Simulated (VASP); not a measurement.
# Pt: equation of state with PBEsol

Pt:

```xyz
1
Lattice="-1.5599 1.5599 1.5599 1.5599 -1.5599 1.5599 1.5599 1.5599 -1.5599" Properties=species:S:1:pos:R:3 pbc="T T T"
Pt    0.0000    0.0000    0.0000
```

This isn't the form of Pt at room conditions, which is fcc.

```yaml
Program: VASP 6.6.1
Task: equation of state
Functional: PBEsol
Potentials_or_basis: VASP PAW PBE potentials, release 64 (Pt)
Cutoff: 520 eV
k_mesh: 10 × 10 × 10
Occupations: fermi-dirac, width 0.05 eV
Spin: no spin polarisation
Ladder: gaps
Further_INCAR_settings: ALGO = Normal; EDIFF = 1e-06
```

- Equilibrium volume: 15.18 Å³/atom
- Bulk modulus: 275 GPa
- Pressure derivative of the bulk modulus: 5.9 (rough: it moves with the points fitted)

Energy against volume, from the lowest point:
```tsv
volume (Å³/atom)	energy (meV/atom)
14.576	22.92
14.879	5.46
15.183	0.00
15.487	4.93
15.790	18.97
```

All runs of the series together: 26 s on 1 thread of AMD EPYC 7R13 Processor (Zen 3) (shared host).

Caveat: the PAW data sets were made with another functional, which shifts forces and pressure a little. Spin-orbit coupling is left out, which matters for the levels of Pt.
